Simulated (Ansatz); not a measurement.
# Cu-63 NMR of the central transition in Cu₂O

Cell: an entry of the Crystallography Open Database (COD) (the entry's cell lengths or inner coordinates differ somewhat from later room-temperature determinations).

Space group Pn-3m:1 (No. 224); a = 4.2600 Å.

```
site  Wyckoff  site symmetry       x       y       z
  Cu       4b           .-3m  0.2500  0.2500  0.2500
   O       2a           -43m  0.0000  0.0000  0.0000
```

One atom of each set is listed.

Method: Kohn–Sham DFT in Ansatz, PBE, plane waves and PAW, scalar-relativistic, 420 eV cutoff, Γ-centred 7×7×7 k-points, Fermi–Dirac smearing 0.02 eV.

Cu-63 has I = 3/2 and Q = -220.0 mb (Pyykkö 2018); at 28.2 T its Larmor frequency is ν₀ = 318.7 MHz. Only the quadrupole interaction is simulated: positions count from each site's isotropic chemical shift, and shift anisotropy, dipolar and J coupling are left out.

Question: What does the Cu-63 spectrum (static powder) show for each site?

Answer: 

```tsv
site	first shell	C_Q (MHz)	η	P_Q (MHz)	δ_QIS (ppm)	breadth (kHz)
Cu	2 O at 1.84 Å, angle 180°	28.2	0.00	28.2	-196	325
```

δ_QIS = −(ν_Q²/30ν₀²)[I(I+1) − 3/4](1 + η²/3) × 10⁶ ppm with ν_Q = 3|C_Q|/[2I(2I−1)]; it falls as 1/B₀² in ppm, and the breadth as 1/B₀ in kHz.

An axis of threefold or higher order runs through Cu, so V_zz lies along it and η is zero.

Semilocal functionals underestimate gradients at Cu(I) with two or three neighbours, in Cu₂O by a fifth to nearly a half.

Hardware: 4 threads of Intel Xeon 6975P-C (Granite Rapids) (x86_64; 32 cores open to the job, memory cap 10.0 GiB, no GPU), a shared host with a load of 0.3 a core. Wall time 1.2 s, CPU time 3.6 s, peak memory 0.53 GiB.
